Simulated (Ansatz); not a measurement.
# The honeycomb InP bilayer (AB) under a gate, part 2 of 2

How does the honeycomb InP bilayer (AB) take up charge from its gate?

Ansatz 0.2.0; plane-wave DFT, PBE-D3(BJ), Ansatz PAW.

So far. Step 11 (Gated layer, added electrons -10×10¹³ per cm²): Against the uncharged case this takes -7.53 V.

## Step 12: The series together

This step: plane-wave DFT, PBE-D3(BJ), Ansatz PAW; charging by gates (Ansatz 0.2.0).

The potential behind each gate is read from every run and counted from the uncharged case.

Voltage on the gate against the layer's Fermi level, from the uncharged case. The gate voltage by added electrons:

```
added electrons (10¹³ per cm²)  gate voltage (V)
                        -10.00             -7.53
                         -6.00             -4.68
                         -3.00             -2.56
                         -1.00             -1.15
                          0.00                 0
                          1.00              1.17
                          3.00              2.51
                          6.00              4.42
                         10.00              6.81
```

Charge step over voltage step between neighbouring densities. The total capacitance by added electrons:

```
added electrons (10¹³ per cm²)  total capacitance (µF/cm²)
                         -8.00                        2.25
                         -4.50                        2.27
                         -2.00                        2.26
                         -0.50                        1.40
                          0.50                        1.37
                          2.00                        2.40
                          4.50                        2.52
                          8.00                        2.68
```

Work function of the face away from the gate. Work function of the far face against added electrons:

```
added electrons (1e13 /cm²)  work function of the far face (eV)
                     -10.00                                5.67
                      -6.00                                5.72
                      -3.00                                5.75
                      -1.00                                5.75
                       0.00                                5.31
                       1.00                                4.80
                       3.00                                4.77
                       6.00                                4.76
                      10.00                                4.76
```

By hand: 10¹³ electrons per cm² are 0.001 e/Å², which by Gauss's law end a field of 0.181 V/Å. At 10×10¹³ holes per cm² the field towards a gate is 1.810 V/Å, which over the 5 Å from the outer atoms would drop 9.05 V; the run needs 7.53 V.

## Step 13: The same run with other settings

This step: plane-wave DFT, PBE-D3(BJ), Ansatz PAW (Ansatz 0.2.0).

A run with a changed input: it repeats the earlier run at 1 × 10¹³ added electrons per cm² with kpoints.mp_grid.grid from [66, 66, 1] to [6, 6, 1].

Contents of input.yaml:

```yaml
crystal:
  lattice:
    - [4.2069748753, 0.0, 0.0]
    - [-2.1034874377, 3.6433471151, 0.0]
    - [0.0, 0.0, 38.0763825721]
  atoms:
    - { symbol: P, position: [0.6666666667, 0.3333333333, 0.4477841341] }
    - { symbol: In, position: [0.3333333333, 0.6666666667, 0.4614962135] }
    - { symbol: P, position: [0.0, 0.0, 0.5388703868] }
    - { symbol: In, position: [0.6666666667, 0.3333333333, 0.5522158659] }
  periodic: [true, true, false]
  symmetry: { detect: true }
total_charge: -0.015327
kpoints:
  mp_grid: { grid: [6, 6, 1] }
hamiltonian:
  xc: pbe
  dispersion: d3bj
scf:
  occupations: { method: fermi_dirac, width: 0.02585 }
  convergence: { dr2_threshold: 1.0e-10 }
output:
  forces: true
  eigenvalues: true
  write_potential: true
  write_density: true
  volumetric_format: npy
external_charges:
  - { charge: 0, barrier: 10, axis: 3, height: 24.526, sigma: 0.25 }
  - { charge: 0.015327, axis: 3, height: 26.026, sigma: 0.5 }
```

Command:

```
> ansatz run input.yaml --threads 4 --pin off --max-ram 16384MiB --backend cpu --events-out ev --progress --plain --runs-dir out
```

The job ended after 4.7 s (4 threads of Arm Neoverse V1, shared host; peak memory 0.78 GiB; 17 s of CPU time).

```
                                                                                quantity  this run  earlier run  difference
potential beyond the upper barrier and gate, less the barrier, from the Fermi level (eV)     2.610        2.489        0.12
```

It moves by +0.122 eV.

The change shows in the results, which are not taken further.

## Step 14: A changed input

Another changed input: it repeats the earlier run at 1 × 10¹³ added electrons per cm² with kpoints.mp_grid.grid from [66, 66, 1] to [12, 12, 1].

input.yaml: that of step 13 with these lines changed.

```diff
@@ -14,3 +14,3 @@
 kpoints:
-  mp_grid: { grid: [6, 6, 1] }
+  mp_grid: { grid: [12, 12, 1] }
 hamiltonian:
```

The job ended after 12 s (4 threads; peak memory 0.85 GiB; 46 s of CPU time).

```
                                                                                quantity  this run  earlier run  difference
potential beyond the upper barrier and gate, less the barrier, from the Fermi level (eV)     2.528        2.489       0.040
```

It moves by +0.0395 eV.

The change shows in the results, which are not taken further.

## Step 15: Varying the input

Another changed input: it repeats the earlier run at 1 × 10¹³ added electrons per cm² with kpoints.mp_grid.grid from [66, 66, 1] to [24, 24, 1].

input.yaml: that of step 14 with these lines changed.

```diff
@@ -14,3 +14,3 @@
 kpoints:
-  mp_grid: { grid: [12, 12, 1] }
+  mp_grid: { grid: [24, 24, 1] }
 hamiltonian:
```

Elapsed: 38 s, on 4 threads; peak memory 1.2 GiB.

```
                                                                                quantity  this run  earlier run  difference
potential beyond the upper barrier and gate, less the barrier, from the Fermi level (eV)     2.485        2.489     -0.0033
```

Nothing in the table moves by 0.01 in its unit. The run took 14 SCF cycles against 15.

The change did no harm here.

## Step 16: A changed input: crystal.symmetry = {"detect": false}

Another changed input: it repeats the earlier run at 1 × 10¹³ added electrons per cm² with crystal.symmetry from detect: true to detect: false.

input.yaml: that of step 15 with these lines changed.

```diff
@@ -11,6 +11,6 @@
   periodic: [true, true, false]
-  symmetry: { detect: true }
+  symmetry: { detect: false }
 total_charge: -0.015327
 kpoints:
-  mp_grid: { grid: [24, 24, 1] }
+  mp_grid: { grid: [66, 66, 1] }
 hamiltonian:
```

It took 28 min on 4 threads; peak memory 14 GiB.

Numbers from this step:

| Property | Result |
| --- | --- |
| energy at zero smearing | -12707.1515 eV |
| potential beyond the upper barrier and gate, less the barrier, from the Fermi level | 2.489 eV |

```
                                                                                quantity  this run  earlier run  difference
potential beyond the upper barrier and gate, less the barrier, from the Fermi level (eV)     2.489        2.489           0
```

Nothing in the table moves by 0.01 in its unit. The run took 17 SCF cycles against 15.

## Step 17: The same run with other settings

An input spoilt on purpose, to show how the run answers: it repeats the earlier run at 1 × 10¹³ added electrons per cm² with scf.NELM to 60, and scf.max_iter set to 80.

input.yaml: that of step 16 with these lines changed.

```diff
@@ -11,3 +11,3 @@
   periodic: [true, true, false]
-  symmetry: { detect: false }
+  symmetry: { detect: true }
 total_charge: -0.015327
@@ -21,2 +21,4 @@
   convergence: { dr2_threshold: 1.0e-10 }
+  NELM: 60
+  max_iter: 80
 output:
```

Elapsed: 0.02 s, on 4 threads; peak memory 0.022 GiB.

The input was rejected at the start.

The program's message: “Error: YAML parse error: error: line 22 column 3: unknown field `NELM`, expected one of max_iter, algorithm, n_extra_bands, self_checks, convergence, lower_state_search, omitted_lower_state_checks, lo …”

The fault put into the input: a keyword of another program.

## Step 18: Outcome

```yaml
gap_with_uncharged_gates: 0.927 eV
gate_voltage_at_10x1e13_holes_per_cm2: -7.53 V
gate_voltage_at_10x1e13_electrons_per_cm2: +6.81 V
total_capacitance_near_8x1e13_holes_per_cm2: 2.25 µF/cm²
```

**Reading.** Putting 10×10¹³ holes per cm² on the layer takes -7.53 V on the gate; how far the Fermi level moves against the bands is taken for single layers without spin and with an even electron count alone. Between the first holes and the first electrons the voltage runs over 2.32 V: the drop across the plates for that charge, plus the way of the Fermi level through the region of the 0.93 eV gap. The zero of the voltage lies where the smearing puts the uncharged Fermi level. Plates 5 Å apart would give 1.77 µF/cm² in vacuum; the computed total runs from 1.4 to 2.68 µF/cm². A value over that of the plates means that the screening charge has its centre outside the outer atoms; a low density of states works the other way. Few carriers sample few k-points, so the slopes at the lowest densities depend on the mesh and on the temperature. The gates are charged sheets behind model barriers, not atoms. Spin-orbit coupling is left out, which matters for the bands of elements this heavy.

[Logs are printed without paths, hosts, clocks, repeated set-up lines and the standing remarks that a program may print on its own settings, such as how far it seeks lower states.]

[Hosts, paths, dates, database ids (printed as entryN), source tags and the programs' standing remarks are cut or masked in the printed files.]

[Maps of the electrostatic potential energy from Ansatz leave out the sawtooth potential of an applied field or a dipole correction, so their vacuum need not be flat; planar profiles and work functions include it.]
